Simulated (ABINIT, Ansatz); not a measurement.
# SiC (Moissanite 3C): third-order response, part 2 of 3

Aim: Raman and infrared lines of SiC (Moissanite 3C).

ABINIT 10.8.3; DFT LDA, scalar-relativistic, plane waves, PseudoDojo norm-conserving pseudopotentials.

So far. Step 3 (Self-consistent run for the response): The cell stands at -0.34 GPa: the relaxation ran with a smoothed cutoff and on another k mesh. Step 5 (Zone-centre response): The acoustic modes at Γ come out as far as 0.4 cm⁻¹ from zero, where they should vanish, a small numerical error; the Born charges miss their sum rule by 0.0015 e, which is good. The relaxed cell has a = 4.326 Å (conventional setting).

### 6. Modes with the sum rule

anaddb reads the merged derivatives, imposes the acoustic sum rule and charge neutrality, and adds the LO-TO term along chosen directions.

File anaddb.abi:

```
ddb_filepath "gamma_DDB"
output_file "anaddb.abo"
outdata_prefix "anaddb"
asr 1
chneut 1
enunit 2
eivec 1
nph1l 1
qph1l 0.0 0.0 0.0 1.0
dieflag 1
nph2l 3
qph2l 
    1.0 0.0 0.0 0.0
    0.0 0.0 1.0 0.0
    1.0 1.0 1.0 0.0
nlflag 1
ramansr 1
alphon 1
prtmbm 1
```

File mrgddb.in:

```
gamma_DDB
merged
3
dfpt_gammao_DS2_DDB
dfpt_gammao_DS3_DDB
gso_DDB
```

Launch:

```sh
$ mrgddb < mrgddb.in > mrgddb.log
$ OMP_NUM_THREADS=1 anaddb anaddb.abi > anaddb.log
```

anaddb.abo, the main output file:

```text
[banners, grids, parts of the stress and lines that vanish by symmetry left out]
-outvars_anaddb: echo values of input variables ----------------------

 Flags :
[...]
Dielectric Tensor and Effective Charges
[...]
Effective charge tensors after
[...]
1          1        0.000000002        0.000000000        0.000000000
[...]
1          2       -0.000000002        0.000000002       -0.051183820
[...]
1          3        0.000000002       -0.051183820        0.000000002
[...]
2          1       -0.000000002       -0.000000000       -0.000000000
[...]
2          2        0.000000002       -0.000000002        0.051183820
[...]
2          3       -0.000000002        0.051183820       -0.000000002
[...]
Phonon wavevector (reduced coordinates) :  0.00000  0.00000  0.00000
 Phonon energies in Hartree :
[...]
Phonon energies in meV     :
-  0.000000E+00  0.000000E+00  0.000000E+00  9.894051E+01  9.894051E+01
-  9.894051E+01
 Phonon frequencies in cm-1    :
-  0.000000E+00  0.000000E+00  0.000000E+00  7.980090E+02  7.980090E+02
-  7.980090E+02
 Phonon frequencies in Thz     :
-  0.000000E+00  0.000000E+00  0.000000E+00  2.392371E+01  2.392371E+01
-  2.392371E+01
 Phonon energies in Kelvin  :
-  0.000000E+00  0.000000E+00  0.000000E+00  1.148157E+03  1.148157E+03
-  1.148157E+03
[...]
-  1  0.00000000E+00  0.00000000E+00 -3.69884975E-03
-     0.00000000E+00  0.00000000E+00  0.00000000E+00
-  2  0.00000000E+00  0.00000000E+00 -3.69885049E-03
-     0.00000000E+00  0.00000000E+00  0.00000000E+00
[...]
-  1  0.00000000E+00 -3.69884975E-03  0.00000000E+00
-     0.00000000E+00  0.00000000E+00  0.00000000E+00
-  2  0.00000000E+00 -3.69885049E-03  0.00000000E+00
-     0.00000000E+00  0.00000000E+00  0.00000000E+00
[...]
-  1  3.69884975E-03  0.00000000E+00  0.00000000E+00
-     0.00000000E+00  0.00000000E+00  0.00000000E+00
-  2  3.69885049E-03  0.00000000E+00  0.00000000E+00
-     0.00000000E+00  0.00000000E+00  0.00000000E+00
[...]
-  1  1.23398624E-07  0.00000000E+00  2.41888533E-03
-     0.00000000E+00  0.00000000E+00  0.00000000E+00
-  2 -2.88544780E-07  1.56654029E-07 -5.65611442E-03
-     0.00000000E+00  0.00000000E+00  0.00000000E+00
[...]
-  1  6.62174768E-07  2.41888524E-03  0.00000000E+00
-     0.00000000E+00  0.00000000E+00  0.00000000E+00
-  2 -1.54837280E-06 -5.65611422E-03 -1.56575034E-07
-     0.00000000E+00  0.00000000E+00  0.00000000E+00
[...]
-  1  2.41888524E-03 -6.62171351E-07 -1.23416959E-07
-     0.00000000E+00  0.00000000E+00  0.00000000E+00
-  2 -5.65611421E-03  1.54836481E-06  2.88587654E-07
-     0.00000000E+00  0.00000000E+00  0.00000000E+00
[...]
-     1          0.000000    -0.000000     0.000000     0.000000
-     2          0.000000     0.000000    -0.000000     0.000000
-     3         -0.000000    -0.000000    -0.000000     0.000000
-     4         -0.000000     0.000000     3.573758     3.573758
-     5         -0.000000     3.573758    -0.000000     3.573758
-     6          3.573758    -0.000000     0.000000     3.573758
[...]
-   1     Real    0.0000E+00  0.0000E+00  0.0000E+00  0.0000E+00  0.0000E+00  0.0000E+00  0.0000E+00
[...]
-   2     Real    0.0000E+00  0.0000E+00  0.0000E+00  0.0000E+00  0.0000E+00  0.0000E+00  0.0000E+00
[...]
-   3     Real    0.0000E+00  0.0000E+00  0.0000E+00  0.0000E+00  0.0000E+00  0.0000E+00  0.0000E+00
[...]
-   4     Real    0.0000E+00  0.0000E+00  4.8332E-04  0.0000E+00  0.0000E+00  0.0000E+00  4.8332E-04
[...]
-   5     Real    0.0000E+00  4.8332E-04  0.0000E+00  0.0000E+00  0.0000E+00  0.0000E+00  4.8332E-04
[...]
-   6     Real    4.8332E-04  0.0000E+00  0.0000E+00  0.0000E+00  0.0000E+00  0.0000E+00  4.8332E-04
[...]
-         0.000000000      -0.000000000       0.000000000
-        -0.000000000      -0.000000000       0.000000000
[...]
Phonon at Gamma, with non-analyticity in the
[...]
Phonon energies in Hartree :
[...]
Phonon energies in meV     :
-  0.000000E+00  0.000000E+00  0.000000E+00  9.894051E+01  9.894051E+01
-  1.207320E+02
 Phonon frequencies in cm-1    :
-  0.000000E+00  0.000000E+00  0.000000E+00  7.980090E+02  7.980090E+02
-  9.737690E+02
 Phonon frequencies in Thz     :
-  0.000000E+00  0.000000E+00  0.000000E+00  2.392371E+01  2.392371E+01
-  2.919286E+01
 Phonon energies in Kelvin  :
-  0.000000E+00  0.000000E+00  0.000000E+00  1.148157E+03  1.148157E+03
-  1.401036E+03
[...]
-  1  0.00000000E+00  0.00000000E+00 -3.69884975E-03
[...]
-  2  0.00000000E+00  0.00000000E+00 -3.69885049E-03
[...]
Phonon at Gamma, with non-analyticity in the
[...]
Phonon energies in Hartree :
[...]
Phonon energies in meV     :
-  0.000000E+00  0.000000E+00  0.000000E+00  9.894051E+01  9.894051E+01
-  1.207320E+02
 Phonon frequencies in cm-1    :
-  0.000000E+00  0.000000E+00  0.000000E+00  7.980090E+02  7.980090E+02
-  9.737690E+02
 Phonon frequencies in Thz     :
-  0.000000E+00  0.000000E+00  0.000000E+00  2.392371E+01  2.392371E+01
-  2.919286E+01
 Phonon energies in Kelvin  :
-  0.000000E+00  0.000000E+00  0.000000E+00  1.148157E+03  1.148157E+03
-  1.401036E+03
[...]
Phonon at Gamma, with non-analyticity in the
[...]
Phonon energies in Hartree :
[...]
Phonon energies in meV     :
-  0.000000E+00  0.000000E+00  0.000000E+00  9.894051E+01  9.894051E+01
-  1.207320E+02
 Phonon frequencies in cm-1    :
-  0.000000E+00  0.000000E+00  0.000000E+00  7.980090E+02  7.980090E+02
-  9.737690E+02
 Phonon frequencies in Thz     :
-  0.000000E+00  0.000000E+00  0.000000E+00  2.392371E+01  2.392371E+01
-  2.919286E+01
 Phonon energies in Kelvin  :
-  0.000000E+00  0.000000E+00  0.000000E+00  1.148157E+03  1.148157E+03
-  1.401036E+03
[...]
-  1  8.29392623E-06 -3.69873582E-03 -2.78243391E-05
[...]
-  2  8.29400899E-06 -3.69873648E-03 -2.78242636E-05
[...]
-  1  3.69883538E-03  8.24752457E-06  6.20441019E-06
[...]
-  2  3.69883603E-03  8.24744522E-06  6.20433043E-06
[...]
-  1  4.58109810E-04  1.43470730E-03 -1.89281711E-03
[...]
-  2 -1.07120477E-03 -3.35479676E-03  4.42600153E-03
[...]
-  1  1.92114711E-03 -1.35730829E-03 -5.63838824E-04
[...]
-  2 -4.49224598E-03  3.17381353E-03  1.31843245E-03
[...]
-         0.000000000       0.000000000       0.000000001
-         0.000000000       0.000000001      -0.000000000
[...]
-        -0.000000000       0.003779355      -0.002864655
-         0.003779355       0.000000000      -0.000914700
-        -0.002864655      -0.000914700      -0.000000000
[...]
-         0.000000000       0.001125807       0.002710114
-         0.001125807      -0.000000000      -0.003835921
-         0.002710114      -0.003835921      -0.000000000
[...]
Direction                     Dielectric constant
[...]
0.00000   0.00000   1.00000     10.24422558
   1.00000   1.00000   1.00000     10.24422558
-
```

Elapsed: 1.1 s, on 1 thread of Arm Neoverse N1, shared host.

This step gave:

- mean static dielectric constant: 10.24
- highest mode moved by the LO-TO term: 973.8 cm⁻¹

No LO-TO term; unit eigenvectors of the mass-weighted matrix, from anaddb's displacements. Modes at Γ, with each element's share of the kinetic energy:

| mode | frequency (cm⁻¹) | symmetry | Si % | C % |
| --- | --- | --- | --- | --- |
| 1 | 0.0 | acoustic | 70 | 30 |
| 2 | 0.0 | acoustic | 70 | 30 |
| 3 | 0.0 | acoustic | 70 | 30 |
| 4 | 798.0 | T2 | 30 | 70 |
| 5 | 798.0 | T2 | 30 | 70 |
| 6 | 798.0 | T2 | 30 | 70 |

Displacements in mode 5 (798.0 cm⁻¹), the largest set to 1:
```
Si1  0.00  0.43  0.00
C2   0.00 -1.00  0.00
```

Trace of the oscillator strength, degenerate modes summed. Infrared lines, with heights relative to the strongest:

| position (cm⁻¹) | lines merged | IR intensity, relative |
| --- | --- | --- |
| 798 | 3 | 100 |

From anaddb's Raman susceptibilities, degenerate modes summed; transverse modes, the longitudinal lines of polar modes are not listed. Raman lines, with heights relative to the strongest:

| position (cm⁻¹) | lines merged | Raman activity (Å⁴/amu), powder, relative |
| --- | --- | --- |
| 798 | 3 | 100 |

Static dielectric tensor (ions relaxed, fixed cell):

```
10.24  0.00  0.00
 0.00 10.24  0.00
 0.00  0.00 10.24
```

Non-linear optical d (pm/V). Tensor:

| field along | xx | yy | zz | yz | xz | xy |
| --- | --- | --- | --- | --- | --- | --- |
| x | 0 | 0 | 0 | 10.73 | 0 | 0 |
| y | 0 | 0 | 0 | 0 | 10.73 | 0 |
| z | 0 | 0 | 0 | 0 | 0 | 10.73 |

The rule moves no optical mode by more than 0.1 cm⁻¹.

(Part 2 of 3 ends here.)

[Host names and launcher messages were left out of these logs when they were recorded.]

[Logs are printed without paths, hosts, clocks, repeated set-up lines and the standing remarks that a program may print on its own settings, such as how far it seeks lower states.]

[Hosts, paths, dates, database ids (printed as entryN), source tags and the programs' standing remarks are cut or masked in the printed files.]
